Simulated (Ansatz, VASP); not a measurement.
**I: VASP beside Ansatz**

File POSCAR:

```
I
1.0
    0.0000000000      2.2832177691      3.9420039534
    2.2786692771      0.0000000000      3.9420039534
    2.2786692771      2.2832177691      0.0000000000
I
1
Direct
    0.0000000000      0.0000000000      0.0000000000
```

Contents of INCAR.step1:

```
PREC     = Accurate       # precision mode
ENCUT    = 520            # plane-wave cutoff, eV
ISMEAR   = 0              # smearing method
SIGMA    = 0.1            # smearing width, eV
LREAL    = False          # projectors in reciprocal space
LASPH    = True           # aspherical terms in the spheres
NELM     = 100            # most SCF steps
NBANDS   = 10             # bands
GGA      = PE             # functional
ALGO     = Normal         # electronic algorithm
EDIFF    = 1E-4           # SCF threshold, eV
LWAVE    = True           # write WAVECAR
LCHARG   = False          # write CHGCAR
```

The input INCAR.step2:

```
PREC     = Accurate       # precision mode
ENCUT    = 520            # plane-wave cutoff, eV
EDIFF    = 1E-7           # SCF threshold, eV
ISMEAR   = 0              # smearing method
SIGMA    = 0.1            # smearing width, eV
LREAL    = False          # projectors in reciprocal space
LASPH    = True           # aspherical terms in the spheres
NELM     = 100            # most SCF steps
ALGO     = Normal         # electronic algorithm
ISIF     = 2              # what is computed and relaxed
LWAVE    = False          # write WAVECAR
LCHARG   = False          # write CHGCAR
METAGGA  = R2SCAN         # meta-GGA
LMIXTAU  = True         
NBANDS   = 10             # bands
ISTART   = 1
```

The input KPOINTS:

```
Automatic mesh
0
Gamma
  14 14 14
```

Input for Ansatz:

```yaml
crystal:
  lattice:
    - [0.0, 2.2832177691, 3.9420039534]
    - [2.2786692771, 0.0, 3.9420039534]
    - [2.2786692771, 2.2832177691, 0.0]
  atoms:
    - { symbol: I, position: [0.0, 0.0, 0.0] }
basis:
  ecutwfc: 500
kpoints:
  mp_grid: { grid: [14, 14, 14] }
  band_path:
    path:
      - [[0.0, 0.0, 0.0], [0.5, 0.0, 0.5], [0.5, 0.08453008, 0.58453008]]
      - [[0.5, 0.91546992, 0.41546992], [0.5, 0.5, 0.0], [0.91713023, 0.5, 0.41713023]]
      - [[0.08286977, 0.5, 0.58286977], [0.0, 0.5, 0.5], [0.24702197, 0.74702197, 0.5]]
      - [[0.75297803, 0.25297803, 0.5], [0.5, 0.0, 0.5]]
    npoints: 14
hamiltonian:
  xc: r2scan
scf:
  occupations: { method: gaussian, width: 0.1 }
output:
  forces: true
  stress: true
  eigenvalues: true
  populations: true
  dos: { projected: true, de: 0.02, nscf_kmesh: { grid: [21, 21, 21] } }
  bader: true
```

Alike in both runs: task single point; functional r2SCAN; k mesh 14 × 14 × 14; occupations gaussian, width 0.1 eV; no spin polarisation.

|  | VASP | Ansatz |
| --- | --- | --- |
| version | VASP 6.6.1 | Ansatz 0.2.0 |
| potentials or method | VASP PAW PBE potentials, release 64 (I) | scalar-relativistic, plane waves, PAW |
| plane-wave cutoff (eV) | 520 | 500 |
| valence electrons in the cell | 7 | 17 |

|  | VASP | Ansatz | Ansatz less VASP |
| --- | --- | --- | --- |
| gap on the k mesh at the Fermi level (eV) | none | none | - |
| pressure (GPa) | -0.1 | 0.0 | +0.04 |

A gap of «none» marks a metal or a gap that the smearing closes. The two sets of potentials don't hold the same shells in valence.

Caveats: the PAW data sets were made with another functional, which shifts forces and pressure a little (VASP); an odd number of electrons without spin polarisation forces a metal; a magnetic or distorted state may lie lower. The runs have no spin-orbit coupling, so splittings on I are missing.
